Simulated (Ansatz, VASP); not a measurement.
# Two plane-wave programs on Pd

```
Pd
1.0
     0.00000    1.89716    4.57515
     1.87106    0.00000    4.57515
     1.87106    1.89716    0.00000
Pd
2
Cartesian
  1.8711 1.8972 1.2657
  1.8711 1.8972 7.8846
```

Alike in both runs: functional r2SCAN; k mesh 6 × 6 × 6; occupations gaussian, width 0.1 eV; no spin polarisation.

Ansatz relaxed the structure, and its values are those at the end. VASP's run is a single point on that final structure, the one shown.

|  | VASP | Ansatz |
| --- | --- | --- |
| version | VASP 6.6.1 | Ansatz 0.2.0 |
| potentials or method | VASP PAW PBE potentials, release 64 (Pd) | scalar-relativistic, plane waves, PAW |
| plane-wave cutoff (eV) | 520 | 500 |
| valence electrons in the cell | 20 | 36 |

|  | VASP | Ansatz | Ansatz less VASP |
| --- | --- | --- | --- |
| gap on the k mesh at the Fermi level (eV) | none | none | - |
| pressure (GPa) | 0.5 | 0.0 | -0.53 |
| rms of the force components (eV/Å) | 0.001 | 0.004 | +0.0030 |

A gap of «none» marks a metal or a gap that the smearing closes. The two sets of potentials don't hold the same shells in valence.

Caveats: the k mesh is coarse (spacing up to 0.41 Å⁻¹), so the values aren't converged; the PAW data sets were made with another functional, which shifts forces and pressure a little (VASP).
